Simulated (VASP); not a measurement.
Set up this calculation in VASP 6.6.1, as the native input.

- Task: single point
- Functional: PBE
- Potentials or basis: VASP PAW PBE potentials, release 64 (O, H, Cl)
- Cutoff: 520 eV
- k mesh: 1 × 1 × 1
- Occupations: fermi-dirac, width 0.02 eV
- Spin: no spin polarisation
- Dipole correction: no
- Further INCAR settings: LREAL = Auto; ALGO = Fast; EDIFF = 1e-06; NBANDS = 66

The structure of H21ClO10 lies in POSCAR:

```
H21ClO10
1.0
    7.0540040000      0.0000000000      0.0000000000
    0.0000000000      7.0540040000      0.0000000000
    0.0000000000      0.0000000000      7.0540040000
O H Cl
10 21 1
Direct
    0.8923584393      0.3735183592      0.1202579414
    0.4855965491      0.6186557308      0.1770483827
    0.1478734631      0.2685708712      0.6720722018
    0.2392116591      1.1539120193      0.3244682027
    0.2657923075      0.6040257420      0.9192651436
    0.5683438796      0.2809893502      0.7147855317
    0.8092992292      0.7479298282      0.1381343135
    0.8489788211      0.9729651415      0.8167559871
    0.6315420292      0.1792457163      0.3411821144
    0.8610712441      0.5843773267      0.7589164962
    0.8373400412      0.3760701015     -0.0119648359
    0.7772606877      0.3268356525      0.1946412279
    0.6249358520      0.6688399950      0.1292882737
    0.3830732163      0.6073004779      0.0695916815
    0.1713353154      0.2359227469      0.5389421384
    0.0787637773      0.1460305381      0.7192085516
    0.1431243872      1.1594266178      0.2297702128
    0.2616669908      1.0208670140      0.3515166705
    0.3151685199      0.6743545935      0.8179326238
    0.2503117378      0.4825202821      0.8584202674
    0.4358517517      0.2528918328      0.7126732562
    0.6130702506      0.2409837023      0.5941448290
    0.8262683151      0.8376802735      0.0322370104
    0.8935350760      0.6343064166      0.1198610038
    0.7208955368      1.0327609681      0.8147429460
    0.8438044549      0.8636229863      0.7261974901
    0.6390696688      0.0521264235      0.2956335154
    0.4992908992      0.2101785029      0.3174367352
    0.7400052509      0.5528633100      0.6981425018
    0.9563221115      0.4923586661      0.7080801202
    0.4508503256      0.6588740239      0.3170114448
    0.3912529678      0.7716893838      0.5523246088
```

The cell was built by a generator and needn't be a form met in nature.

One way to write it, as run:

INCAR

```
SYSTEM = H21ClO10
ALGO     = Fast           ! electronic algorithm
EDIFF    = 1E-6           ! SCF threshold, eV
ENCUT    = 520            ! plane-wave cutoff, eV
GGA      = PE             ! functional
ISIF     = 2              ! what is computed and relaxed
ISMEAR   = -1             ! smearing method
LASPH    = .TRUE.         ! aspherical terms in the spheres
LCHARG   = .TRUE.         ! write CHGCAR
LELF     = .TRUE.         ! ELF
LREAL    = Auto         
LVHAR    = .TRUE.       
LWAVE    = .FALSE.        ! write WAVECAR
NBANDS   = 66             ! bands
NELM     = 100            ! most SCF steps
PREC     = Accurate       ! precision mode
SIGMA    = 0.02           ! smearing width, eV
```

KPOINTS

```
k-points
0
G
  1 1 1
  0 0 0
```

Potentials or basis: VASP PAW PBE potentials, release 64 (O, H, Cl).

Launch:

```sh
$ cat potpaw_PBE.64/O/POTCAR potpaw_PBE.64/H/POTCAR potpaw_PBE.64/Cl/POTCAR > POTCAR
$ mpirun -np 1 vasp_gam > vasp.out
```

It gave:

```json
{"Pressure": "0.7 GPa", "Largest force": "3.071 eV/Å", "Band gap on the k mesh": "4.22 eV, direct"}
```

It took 83 s on 1 thread of Intel(R) Xeon(R) Platinum 8259CL CPU @ 2.50GHz (Skylake/Cascade Lake) (shared host), peak memory 0.36 GiB.
